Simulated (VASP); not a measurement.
Computed with LDA (Ceperley-Alder, Perdew-Zunger), VASP's LDA PAW potentials (set 64) (plane waves; VASP).

VASP input:

File POSCAR:
```
ZrO2
1
    3.5610881796     0.0000000000     0.0000000000
    0.0000000000     3.5610881796     0.0000000000
    0.0000000000     0.0000000000     5.1206278462
Zr O
2 4
Direct
  1.0000000000   0.0000000000   1.0000000000
  0.5000000000   0.5000000000   0.5000000000
  0.0000000000   0.5000000000   0.2934054187
  0.0000000000   0.5000000000   0.7934054187
  0.5000000000   0.0000000000   0.2065945813
  0.5000000000   0.0000000000   0.7065945813
```

File KPOINTS:
```
Automatic mesh
0
Gamma
7 7 5
0 0 0
```

### INCAR
```
# general
SYSTEM   =  ZrO2
PREC     =  Accurate
ENCUT    =  520
LREAL    =  F   # projection in real space or not
LASPH    =  T

# electronic loop
EDIFF    =  1E-7
NELM     =  100   # most electronic steps
ALGO     =  Normal
LMAXMIX  =  4

# smearing
ISMEAR   =  -5   # tetrahedra, Bloechl

# ions
ISIF     =  2

# output
LWAVE    =  F
LCHARG   =  T
LORBIT   =  11
NEDOS    =  601

# other
LEFG     =  T
```

POTCAR, in this order: Zr_sv O (LDA.64 set). Program: vasp_std.

Output

File OSZICAR:
```
       N       E                     dE             d eps       ncg     rms          rms(c)
DAV:   1     0.455266981309E+03    0.45527E+03   -0.28131E+04  1680   0.177E+03
DAV:   2    -0.447742978841E+02   -0.50004E+03   -0.48823E+03  2220   0.463E+02
DAV:   3    -0.732321932434E+02   -0.28458E+02   -0.28362E+02  2424   0.109E+02
DAV:   4    -0.746940156895E+02   -0.14618E+01   -0.14608E+01  2424   0.200E+01
DAV:   5    -0.747299598595E+02   -0.35944E-01   -0.35942E-01  2104   0.276E+00    0.398E+01
DAV:   6    -0.629534038873E+02    0.11777E+02   -0.67233E+01  1944   0.533E+01    0.178E+01
DAV:   7    -0.628980971010E+02    0.55307E-01   -0.45394E+00  2272   0.133E+01    0.916E+00
DAV:   8    -0.628223211264E+02    0.75776E-01   -0.31592E-01  1980   0.425E+00    0.107E+00
DAV:   9    -0.628195168308E+02    0.28043E-02   -0.53543E-02  2084   0.125E+00    0.431E-01
DAV:  10    -0.628189894649E+02    0.52737E-03   -0.15877E-02  1896   0.969E-01    0.219E-01
DAV:  11    -0.628188811361E+02    0.10833E-03   -0.27378E-03  1796   0.383E-01    0.108E-01
DAV:  12    -0.628188179749E+02    0.63161E-04   -0.27504E-04  1808   0.117E-01    0.162E-02
DAV:  13    -0.628188190381E+02   -0.10632E-05   -0.32654E-05  2372   0.359E-02    0.614E-03
DAV:  14    -0.628188190179E+02    0.20163E-07   -0.34528E-07  1572   0.426E-03
   1 F= -.62818819E+02 E0= -.62818819E+02  d E =0.000000E+00
```

### OUTCAR
```
------------------------ aborting loop because EDIFF is reached ----------------------------------------
  FORCE on cell =-STRESS in cart. coord.  units (eV):
  Direction    XX          YY          ZZ          XY          YZ          ZX
  --------------------------------------------------------------------------------------
  Total        0.0456730      0.0456730     -0.0732845      0.0000000      0.0000000     -0.0000000
  in kB        1.1268910      1.1268910     -1.8081484      0.0000000      0.0000000     -0.0000000
  external PRESSURE =       0.1485445 kB  Pullay stress =       0.0000000 kB
  volume of cell :       64.94
      direct lattice vectors                 reciprocal lattice vectors
     3.561088180  0.000000000  0.000000000     0.280813041  0.000000000  0.000000000
     0.000000000  3.561088180  0.000000000     0.000000000  0.280813041  0.000000000
     0.000000000  0.000000000  5.120627846     0.000000000  0.000000000  0.195288553
 POSITION                                       TOTAL-FORCE (eV/Angst)
 -----------------------------------------------------------------------------------
      0.00000      0.00000      0.00000         0.000000      0.000000      0.000000
      1.78054      1.78054      2.56031         0.000000     -0.000000      0.000000
      0.00000      1.78054      1.50242         0.000000     -0.000000     -0.019500
      0.00000      1.78054      4.06273         0.000000      0.000000     -0.019500
      1.78054      0.00000      1.05789        -0.000000     -0.000000      0.019500
      1.78054      0.00000      3.61821         0.000000     -0.000000      0.019500
 -----------------------------------------------------------------------------------
    total drift:                                0.000000      0.000000      0.000000
  FREE ENERGIE OF THE ION-ELECTRON SYSTEM (eV)
  ---------------------------------------------------
  free  energy   TOTEN  =       -62.8188190179 eV

  energy  without entropy=      -62.8188190179  energy(sigma->0) =      -62.81881902

 total charge

# of ion       s       p       d       tot
------------------------------------------
    1        2.186   6.061   1.427   9.674
    2        2.186   6.061   1.427   9.674
    3        1.555   3.532   0.000   5.087
    4        1.555   3.532   0.000   5.087
    5        1.555   3.532   0.000   5.087
    6        1.555   3.532   0.000   5.087
--------------------------------------------------
tot         10.593  26.249   2.854  39.695
```
(Selected blocks of OUTCAR.)

The structure comes from a computed database's ZrO2 entry (P4_2/nmc); how it stands against other phases isn't given here. It was relaxed first.
